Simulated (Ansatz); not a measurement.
Method: Ansatz 0.2.0, DFT PBE, scalar-relativistic, plane waves, PAW. Settings: cutoff 420 eV, Γ-centred meshes spaced at most about 0.3 Å⁻¹, and about 0.25 Å⁻¹ or finer for metals (2π included), Gaussian smearing. No spin polarisation in the final relaxations.

These are static total energies at zero pressure.

Two forms of Y were relaxed alike.

A.

```xyz
1
Lattice="0.0000 2.5307 2.5307 2.5307 0.0000 2.5307 2.5307 2.5307 0.0000" Properties=species:S:1:pos:R:3 pbc="T T T"
Y     2.5307    2.5307    2.5307
```

B.

```xyz
6
Lattice="-4.2287 4.2287 2.7616 4.2287 -4.2287 2.7616 4.2287 4.2287 -2.7616" Properties=species:S:1:pos:R:3 pbc="T T T"
Y     2.9780    1.2507    0.0000
Y     1.2507    5.4793    0.0000
Y     1.2507    2.9780    2.7616
Y     2.9780   -1.2507    2.7616
Y     0.0000    0.0000    2.7616
Y     0.0000    0.0000    0.0000
```

Question: Which form is favoured at zero pressure, and by what margin per atom?

Answer: A is lower, by 0.34 eV/atom. A has the fcc type, space group Fm-3m (No. 225), 32.4 Å³/atom and no gap on its mesh; B has space group I4/mcm (No. 140), 32.9 Å³/atom and no gap. Counting all near atoms (those within 1.25 times the shortest distance at each site; a plus sign parts nearer from farther groups; a slash parts the counts of unlike sites), A has Y 12 and B has Y 2+4/9. One comes from a distorted database cell, the other from an invented guess. The part of the Crystallography Open Database at hand lists Y in space groups No. 194, 225; sharing a group (Fm-3m) doesn't make a cell the listed structure.

With atoms moved at random, Fm-3m came back. Other cells relaxed within their symmetry can be saddle points.
